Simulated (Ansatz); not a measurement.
Crystal: InP.

```
CELL_PARAMETERS angstrom
0.00000 2.93050 2.93050
2.93050 0.00000 2.93050
2.93050 2.93050 0.00000
ATOMIC_POSITIONS crystal
In 0.00000 0.00000 0.00000
P 0.75000 0.75000 0.75000
```

Below is the output of Ansatz 0.2.0 for this cell. Logs are shortened: lines on timing, memory, paths and dates and some standing lists are left out, and cuts for length are marked.

```text
Warning: RAYON_NUM_THREADS=1 ignored (pool sized by the plan → 1); use --threads N
hamiltonian.pseudopotentials.datasets: crystal makes datasets for this crystal and solves the spheres of its atoms anew in each pass: cutoff 270.0 eV, the density's 1080.0 eV;, for an error of 0.50 meV an atom under PBE, 1.0 meV for the cell; an energy difference from a run of another recipe may be off by several times the error for the cell, under r2SCAN by more, where some 0.1 meV an atom stays at smaller errors; P in spheres of 1.159 Å, 5 of its electrons in bands; In in spheres of 1.376 Å, 13 of its electrons in bands
Engine: ansatz 0.2.0, aarch64-unknown-linux-gnu
Pseudopotentials: kind: all_electron
Pseudopotential: In, paw, valence charge 13, recommended cutoff 270 eV (normal), crystal/all_electron/pbe/scalar/gaussian/In, Koelling and Harmon's equation, gaussian nucleus
Pseudopotential: P, paw, valence charge 5, recommended cutoff 270 eV (normal), crystal/all_electron/pbe/scalar/gaussian/P, Koelling and Harmon's equation, gaussian nucleus
Functional definition: PBE0
  parameter a = 0.25
  parameter kappa = 0.804
  parameter beta = 0.06672455060314922
  exchange = (1 - a)*pbe_x(kappa = kappa, mu = beta*pi^2/3) + a*exact_x
  correlation = pbe_c(beta = beta)
Crystal: 2 atoms, lattice volume = 50.333 Å³
Basis set: ecut = 270 eV, 531 PW (Γ), exchange–correlation on 48×48×48 points (8 copies of the dense FFT grid, shifted against one another)
Bands: 13, of which v1, the nominal top of the filled ones, is band 9 counted from 1 (8 counted from 0)
Symmetry: 24 space group operations
Space group: F-43m (ITA 216), of the structure as read, at distance tolerance 3.7e-5 Å
k-points: 8 of 64 (time reversal used)
Non-local potential: In, projectors of the file, l = 0: 1, l = 1: 1, l = 2: 2
Non-local potential: P, projectors of the file, l = 0: 1, l = 1: 1
PAW form: soft (Blöchl's): semilocal exchange-correlation on the pseudo side does not see the compensation charge
PAW one-centre angular grid: In, 590 points (default); XC on its mesh's 1869 points in the sphere
PAW one-centre angular grid: P, 110 points (default); XC on its mesh's 1935 points in the sphere
Initial density: superposition of atomic densities (neutral atoms: chi_scale 0, normalization atom)
Initial wavefunctions: pseudopotential atomic-orbital guess
Functional: x = 0.75 pbe(κ = 0.804, μ = 0.2195149727645171) + 0.25 exact, c = pbe(β = 0.06672455060314922)
iter 1 solved again at ethr=8.28e-3 eV; its pass at ethr=1.00e-1 eV (dr2=1.49e0 eV) is discarded
SCF iter   1: F=—  HF=-169355.716289 eV  |F-HF|=—  |Δ(HF+E_count)|=         —  Δρ=4.08e-2  dr2=1.51e0  ethr=8.28e-3  ⟨swp⟩=2.9  Hψ=523  notcnv=0
preconditioner: auto → none  [insulator: Δε(μ)=1.055 eV  Ē_g=14.194 eV  σ=0.050 eV  W_gap=1.00  n_scr=14 (ndim 8)  ℏωp=22.2 eV  f_vac=0.001  D(μ)=0.00/eV (n_scr^D=0)]
iter 2 solved again at ethr=5.05e-4 eV; its pass at ethr=8.28e-3 eV (dr2=9.09e-2 eV) is discarded
SCF iter   2: F=—  HF=-169355.300443 eV  |F-HF|=—  |Δ(HF+E_count)|=   4.16e-1  Δρ=1.56e-2  dr2=9.21e-2  ethr=5.05e-4  ⟨swp⟩=2.0  Hψ=476  notcnv=0
[... 14 lines left out ...]
Stability not checked: this state was not tested for a lower state beside it, because the functional holds exact exchange (a hybrid, or Hartree-Fock), whose exchange loop this test does not read (fock_operator; see scf.lower_state_search)
Free energy (F): -169355.434508 eV
Harris-Foulkes:  -169355.434508 eV  (|F-HF|=4.42e-9)
Internal energy: -169355.434508 eV  (E = F + TS)
E sigma→0 (E₀):  -169355.434508 eV
Past the cutoff: the bands carry plane waves up to 1.75 times it, of which those up to 1.5 times it add -0.000175 eV an atom, each by itself; the spheres take 0.000485 eV an atom off the energy for waves past 1.75 times it
Past the cutoffs: a stress includes 0.0005 GPa for waves and charges beyond them, in addition to the slope of what the spheres take
In the spheres:  the bands' charges fall short by 7.4e-6 e at most (sound up to 1e-3)
Fermi energy:    9.473987 eV
--- Per-component energies (eV) ---
  E_band       = -49.632039
  E_kinetic    = 167.266150
  E_local      = -1133.111082  (includes V_loc(G=0)·N_el)
  E_nonlocal   = 283.485170
  E_hartree    = 529.661022
  E_xc         = -77.462451
  E_vxc        = -94.920608  (∫ρ·V_xc dr)
  E_exx        = -47.932046  (= α·E_x^exact, valence–valence)
  E_paw        = -170598.805431  (= ΣΔE_a)
  E_vpaw       = -2977.981410  (= ΣTr[D̂ρ^β])
  E_ewald      = -1220.708286
  E_smearing   = -0.000000  (= −TS)
  E_closure    = 2742.172446  (closes the sum)
  Σ components = -169355.434508   (vs F -169355.434508, Δ=0.00e0)
  The terms above E_closure are by the made datasets' own strengths, without shells solved beside the bands.
--- Forces (eV/Å), atoms counted from 1 ---
  atom   1  In    -0.00000000    -0.00000000     0.00000000
  atom   2  P      0.00000000    -0.00000000    -0.00000000
  max |Σ_I F_I| component: 7.40e-17 eV/Å
--- Stress (GPa, compression-positive) ---
        1.528503       0.000000      -0.000000
        0.000000       1.528503       0.000000
       -0.000000       0.000000       1.528503
  P = ⅓ Tr σ = 1.5285 GPa (15.285 kbar)
--- Band table (eV; the first three rows and the last of 8) ---
  k-point 0: bands = ["-7.6515", "-7.6515", "-7.6515", "-7.4864", "-7.4864", "-4.4587", "8.3467", "8.3467", "8.3467", "10.5464"]
  k-point 1: bands = ["-7.7096", "-7.6276", "-7.6276", "-7.4843", "-7.4843", "-3.7224", "4.6213", "7.7385", "7.7385", "11.6314"]
  k-point 2: bands = ["-7.7638", "-7.6108", "-7.6108", "-7.4747", "-7.4747", "-2.5776", "2.0213", "7.2689", "7.2689", "11.3064"]
  k-point 7: bands = ["-7.7984", "-7.5890", "-7.5529", "-7.5081", "-7.4727", "-1.7788", "2.2180", "5.0795", "5.1568", "14.0886"]
```

Q: Write the input and the command behind it.

A: Single point with PBE0, no spin polarisation. The files as run (others can give the same):

input.yaml
```yaml
crystal:
  lattice:
    - [0.0, 2.9305, 2.9305]
    - [2.9305, 0.0, 2.9305]
    - [2.9305, 2.9305, 0.0]
  atoms:
    - { symbol: In, position: [0.0, 0.0, 0.0] }
    - { symbol: P, position: [0.75, 0.75, 0.75] }
kpoints:
  mp_grid: { grid: [4, 4, 4] }
scf:
  occupations: { method: fermi_dirac, width: 0.05 }
hamiltonian:
  xc: pbe0
  pseudopotentials: { kind: all_electron, datasets: crystal }
output:
  forces: true
  stress: true
```

Potentials or basis: all-electron PAW datasets made for the crystal.
Command:
```sh
$ ansatz run input.yaml --threads 1 --pin off --max-ram 3072MiB --backend cpu --events-out ev --progress --plain --runs-dir out
```

Caveat: the k mesh is coarse (spacing up to 0.46 Å⁻¹), so the values aren't converged, least of all with exact exchange; spin-orbit coupling is left out, which moves the levels of the heavy elements.
